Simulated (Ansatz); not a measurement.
Crystal: SrO.

```
Sr O
1.0
     0.00000    2.56630    2.56630
     2.56630    0.00000    2.56630
     2.56630    2.56630    0.00000
Sr O
1 1
Direct
  0.50000 0.50000 0.50000
  0.00000 0.00000 0.00000
```

Base run:

| Quantity | Value |
| --- | --- |
| Program | Ansatz 0.2.0 |
| Functional | rPW86-PBE |
| Potentials or basis | Ansatz PAW |
| Cutoff | 420 eV |
| Density cutoff | 1680 eV |
| k mesh | 9 × 9 × 9 |
| Occupations | fermi-dirac, width 0.05 eV |
| Spin | no spin polarisation |

Its results: band gap on the k mesh 3.40 eV, indirect (least direct gap 3.48 eV); pressure 5.9 GPa.

The run is repeated on the same cell with these changes: functional from rPW86-PBE to LDA. What comes out?

Band gap on the k mesh 3.21 eV, indirect (least direct gap 3.29 eV); pressure -3.8 GPa.

Caveats: the k mesh misses the band edges, so the gap on the mesh is wider than the one along the path; the PAW data sets come from PBE, with cores solved anew for the run's functional, which leaves a small shift of forces and pressure; the potentials were made for another functional, which shifts forces and pressure (some runs).

Not every run made on this cell is shown here.
